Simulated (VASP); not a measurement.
PbS (Galena):

```
CELL_PARAMETERS angstrom
0.00000 2.96575 2.96575
2.96575 0.00000 2.96575
2.96575 2.96575 0.00000
ATOMIC_POSITIONS crystal
Pb 0.00000 0.00000 0.00000
S 0.50000 0.50000 0.50000
```

- Program: VASP 6.6.1
- Task: relaxation of cell and atoms
- Functional: vdW-DF2
- Potentials or basis: VASP PAW PBE potentials, release 64 (Pb_d, S)
- Cutoff: 600 eV
- k mesh: 8 × 8 × 8
- Occupations: fermi-dirac, width 0.05 eV
- Spin: no spin polarisation

At the start: pressure 7.3 GPa; volume 26.09 Å³/atom.

Question: How do energy, volume and symmetry change on relaxing?

Answer: Over 5 steps the energy falls by 68.4 meV/atom and the volume is 29.41 Å³/atom (+12.8 %); space group Fm-3m (No. 225, to 0.05 Å).

Step by step:
| step | energy change (eV) | largest force (eV/Å) | pressure (GPa) | volume (Å³) |
| --- | --- | --- | --- | --- |
| 1 | 0.0000 | 0.0000 | 7.34 | 52.17 |
| 2 | -0.1174 | 0.0000 | -2.04 | 61.73 |
| 3 | -0.1368 | 0.0000 | 0.09 | 58.79 |
| 4 | -0.1368 | 0.0000 | -0.07 | 58.92 |
| 5 | -0.1368 | 0.0000 | -0.02 | 58.82 |

Final structure:
```
CELL_PARAMETERS angstrom
0.00000 3.08680 3.08680
3.08680 0.00000 3.08680
3.08680 3.08680 0.00000
ATOMIC_POSITIONS crystal
Pb 0.00000 0.00000 0.00000
S 0.50000 0.50000 0.50000
```

Caveat: the PAW data sets were made with another functional, which shifts forces and pressure a little; the volume moved by +13 % from the deposited cell, more than functionals usually miss.
